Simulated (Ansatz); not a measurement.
Input for Ansatz (plane-wave DFT, PAW):

```yaml
crystal:
  lattice:
    - [4.2611695877, 0.0, 0.0]
    - [-2.1305847939, 3.6902811128, 0.0]
    - [0.0, 0.0, 5.80417294]
  atoms:
    - { symbol: Cd, position: [0.035201603, 0.0, 0.44269192] }
    - { symbol: S, position: [0.66666667, 0.33333333, 0.43430808] }
basis:
  ecutwfc: 420
kpoints:
  mp_grid: { grid: [9, 9, 6] }
hamiltonian:
  xc: pbe
scf:
  occupations: { method: gaussian, width: 0.02 }
output:
  forces: true
  stress: true
  eigenvalues: true
```

Run as
```bash
ansatz run input.yaml --threads 1 --pin off --max-ram 1331MiB --backend cpu --events-out ev --progress --plain --runs-dir out
```

The calculation used DFT PBE, scalar-relativistic, plane waves, PAW in Ansatz.

Part of what the program printed, abridged:

```
Pseudopotentials: kind: paw
Pseudopotential: Cd, paw, valence charge 20, recommended cutoff 420 eV (normal)
Pseudopotential: S, paw, valence charge 6, recommended cutoff 420 eV (normal)
Functional definition: PBE
Crystal: 2 atoms, lattice volume = 91.270 Å³
Basis set: ecut = 420 eV, 1765 PW (Γ), exchange–correlation on 60×60×80 points (8 copies of the dense FFT grid, shifted against one another)
Bands: 17, of which v1, the nominal top of the filled ones, is band 13 counted from 1 (12 counted from 0)
Symmetry: 1 space group operations
Space group: P1 (ITA 1), of the structure as read, at distance tolerance 4.5e-5 Å
k-points: 244 of 486 (time reversal used)
Initial density: superposition of atomic densities (neutral atoms: chi_scale 0, normalization atom), corrected by the library's trained network
Initial wavefunctions: pseudopotential atomic-orbital guess
Functional: x = pbe(κ = 0.804, μ = 0.21951497), c = pbe(β = 0.06672455)
SCF iter   1: F=—  HF=-9157.247144 eV  |F-HF|=—  |Δ(HF+E_count)|=         —  Δρ=1.48e-3  dr2=2.69e-3  ethr=1.77e-3  ⟨swp⟩=6.1  Hψ=22749  notcnv=0
SCF iter   2: F=—  HF=-9157.247234 eV  |F-HF|=—  |Δ(HF+E_count)|=   8.93e-5  Δρ=6.36e-4  dr2=4.50e-4  ethr=1.04e-5  ⟨swp⟩=2.0  Hψ=9025  notcnv=0
SCF iter   3: F=—  HF=-9157.247253 eV  |F-HF|=—  |Δ(HF+E_count)|=   1.88e-5  Δρ=2.22e-4  dr2=5.72e-5  ethr=1.73e-6  ⟨swp⟩=2.0  Hψ=5839  notcnv=0
SCF iter   4: F=—  HF=-9157.247216 eV  |F-HF|=—  |Δ(HF+E_count)|=   3.61e-5  Δρ=7.28e-5  dr2=1.03e-5  ethr=2.20e-7  ⟨swp⟩=2.0  Hψ=6900  notcnv=0
SCF iter   5: F=—  HF=-9157.247214 eV  |F-HF|=—  |Δ(HF+E_count)|=   1.98e-6  Δρ=2.56e-5  dr2=7.88e-7  ethr=3.97e-8  ⟨swp⟩=2.0  Hψ=6029  notcnv=0
SCF iter   6: F=-9157.247214 eV  HF=-9157.247214 eV  |F-HF|=2.30e-8  |Δ(HF+E_count)|=   2.58e-9  Δρ=7.66e-6  dr2=8.85e-8  ethr=3.85e-10  ⟨swp⟩=3.2  Hψ=16601  notcnv=0
SCF 1 converged in 6 iterations: F = -9157.247214 eV  dr2 = 8.85e-8
SCF converged after 6 iterations
Free energy (F): -9157.247214 eV
Harris-Foulkes:  -9157.247214 eV  (|F-HF|=2.30e-8)
Internal energy: -9157.247214 eV  (E = F + TS)
E sigma→0 (E₀):  -9157.247214 eV
Fermi energy:    1.782754 eV
--- Per-component energies (eV) ---
  E_band       = -656.570858
  E_kinetic    = 610.704969
  E_local      = -5579.701509  (includes V_loc(G=0)·N_el)
  E_nonlocal   = 61.735086
  E_hartree    = 2551.810892
  E_xc         = -273.036343
  E_vxc        = -307.860548  (∫ρ·V_xc dr)
  E_paw        = -4683.591789  (= ΣΔE_a)
  E_vpaw       = -545.082026  (= ΣTr[D̂ρ^β])
  E_aug_tail   = 0.000015  (compensation charges beyond the density's cutoff)
  E_ewald      = -1845.168535
  E_smearing   =  0.000000  (= −TS)
--- Forces (eV/Å), atoms counted from 1 ---
  atom   1  Cd    -1.15906450    -0.30219454     0.00333693
  atom   2  S      1.15915775     0.30223090    -0.00334633
--- Stress (GPa, compression-positive) ---
        0.739367       2.303012      -0.099213
        2.303012      -0.015647      -0.025853
       -0.099213      -0.025853       0.009385
  P = ⅓ Tr σ = 0.2444 GPa (2.444 kbar)
--- Band table (eV; the first three rows and the last of 244) ---
  k-point 0: bands = ["-100.3578", "-61.4841", "-61.4058", "-61.3908", "-10.7483", "-6.7867", "-6.6977", "-6.2604", "-6.2115", "-6.0141", "-0.1266", "0.6673", "1.1343", "2.4256", "6.5041", "7.5146", "7.9119"]
  k-point 1: bands = ["-100.3578", "-61.4841", "-61.4058", "-61.3908", "-10.7475", "-6.7867", "-6.6977", "-6.2605", "-6.2117", "-6.0117", "-0.1842", "0.6685", "1.1358", "2.4994", "6.3354", "7.5262", "8.2308"]
  k-point 2: bands = ["-100.3578", "-61.4841", "-61.4058", "-61.3908", "-10.7458", "-6.7866", "-6.6976", "-6.2608", "-6.2119", "-6.0069", "-0.2914", "0.6709", "1.1385", "2.6425", "6.0747", "7.5498", "8.2580"]
  k-point 243: bands = ["-100.3578", "-61.4840", "-61.4061", "-61.3909", "-10.3957", "-6.6283", "-6.3895", "-6.3609", "-6.2325", "-5.8597", "-2.4312", "-0.4876", "0.6942", "5.0514", "5.9108", "7.5810", "8.8047"]
```

Self-consistency was reached.

 The cell holds layers, and where no dispersion correction was added their binding is poorly described.